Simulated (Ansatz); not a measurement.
# Sr in Ansatz: convergence with cutoff

The system is Sr.

```
CELL_PARAMETERS angstrom
-2.43500 2.43500 2.43500
2.43500 -2.43500 2.43500
2.43500 2.43500 -2.43500
ATOMIC_POSITIONS crystal
Sr 0.00000 0.00000 0.00000
```

This isn't the form of Sr at room conditions, which is fcc.

| Quantity | Value |
| --- | --- |
| Program | Ansatz 0.2.0 |
| Task | convergence study |
| Functional | PBE |
| Potentials or basis | all-electron LAPW, scalar-relativistic |
| Cutoff | 80 eV |
| Density cutoff | 320 eV |
| Basis error allowed | 0.001 eV/atom |
| k mesh | 8 × 8 × 8 |
| Occupations | fermi-dirac, width 0.05 eV |
| Spin | no spin polarisation |

These are the settings of the first run; the series varies cutoff, with any setting tied to it.

Hardware: 1 thread of Intel(R) Xeon(R) Processor @ 2.50GHz (Skylake/Cascade Lake), on a shared host.

```
cutoff  energy less the tightest run, at zero smearing (meV/atom)  SCF cycles  CPU time (s)  peak memory (GiB)
 80 eV                                                       0.11           7           3.8               0.23
110 eV                                                       0.00           7           4.8               0.24
140 eV                                                       0.00           8           6.2               0.25
180 eV                                                       0.00           8             8               0.29
230 eV                                                       0.00           8            13               0.34
290 eV                                                       0.00           8            19               0.41
360 eV                                                       0.01           8            25               0.51
450 eV                                                       0.00           8            37               0.67
560 eV                                                       0.00           8            58               0.96
```

Against the tightest run, the energy stays within 1 meV/atom from 80 eV on. The tightest run that finished is the yardstick and may itself not be fully converged.

Caveat, for the tightest run too: the cell was measured hot, at 901 K.
